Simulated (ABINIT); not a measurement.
Input of an ABINIT 10.8.3 (patched build) run:

Contents of run.abi:

```
# Pseudopotentials
pp_dirpath "./"
pseudos "Pd.GGA_PBE-JTH.xml"

# Structure
acell 5.2603645593 5.2603645593 8.7473400302
rprim
     1.0000000000     0.0000000000     0.0000000000
    -0.5000000000     0.8660254038     0.0000000000
     0.0000000000     0.0000000000     1.0000000000
ntypat 1
znucl 46
natom 2
typat 1 1
xred
     0.3333333333     0.6666666667     0.2500000000
     0.6666666667     0.3333333333     0.7500000000
chkprim 0
chksymtnons 0
tolsym 1.0e-6

# Plane-wave basis
ecut 22.0
pawecutdg 44.0
pawxcdev 0
pawovlp -1

# k points
kptopt 1
ngkpt 11 11 6
nshiftk 1
shiftk 0.0 0.0 0.0

# Exchange and correlation
ixc 11
vdw_xc 6

# Bands and occupations
nband 22
occopt 3
tsmear 0.00183747

# SCF cycle
nstep 100
tolvrs 1.0e-9

# Output
iomode 3
prtwf 0
prtden 0
prteig 0
prtebands 0
enunit 2

# Relaxation
ionmov 2
ntime 60
tolmxf 5.0e-5
optcell 2
dilatmx 1.08
ecutsm 0.5
```

Potentials or basis: JTH PAW PBE v2.0.

Launch:

```sh
$ abinit run.abi > log 2>&1
```

**Question.** Predict the relaxed cell.

**Answer.** a = 2.733 Å, b = 2.733 Å, c = 4.557 Å, α = 90.00°, β = 90.00°, γ = 120.00°.

**Question.** Predict the band gap on the k mesh.

**Answer.** None (metal or under the smearing width).

Final structure:
```
Pd
1.0
     2.73258    0.00000    0.00000
    -1.36629    2.36648    0.00000
     0.00000    0.00000    4.55739
Pd
2
Direct
  0.33333 0.66667 0.25000
  0.66667 0.33333 0.75000
```
